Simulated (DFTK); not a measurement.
The system is Pt.

```
CELL_PARAMETERS angstrom
0.00000 1.96090 1.96090
1.96090 0.00000 1.96090
1.96090 1.96090 0.00000
ATOMIC_POSITIONS crystal
Pt 0.00000 0.00000 0.00000
```

Base run:

```yaml
Program: DFTK 0.8.2
Functional: SCAN
Potentials_or_basis: SG15 1.2 (PBE)
Cutoff: 1225 eV
k_mesh: 12 × 12 × 12
Occupations: fermi-dirac, width 0.05 eV
Spin: no spin polarisation
```

Its results: band gap on the k mesh none (metal or under the smearing width); pressure 0.0 GPa.

Problem. After a change of settings the same cell gave: band gap on the k mesh none (metal or under the smearing width); pressure 3.2 GPa. Which change was it?
A. functional from SCAN to r2SCAN; potentials or basis from SG15 1.2 (PBE) to cp2k.nc.sr.pbe.v0_1.largecore.gth (PBE, GTH, large core); cutoff from 1225 eV to 1415 eV; valence electrons from 18 to 10
B. functional from SCAN to WC
C. functional from SCAN to PBE

Solution. B.

Caveats: the potentials were made for another functional, which shifts forces and pressure; spin-orbit coupling is left out, which moves the levels of the heavy elements.
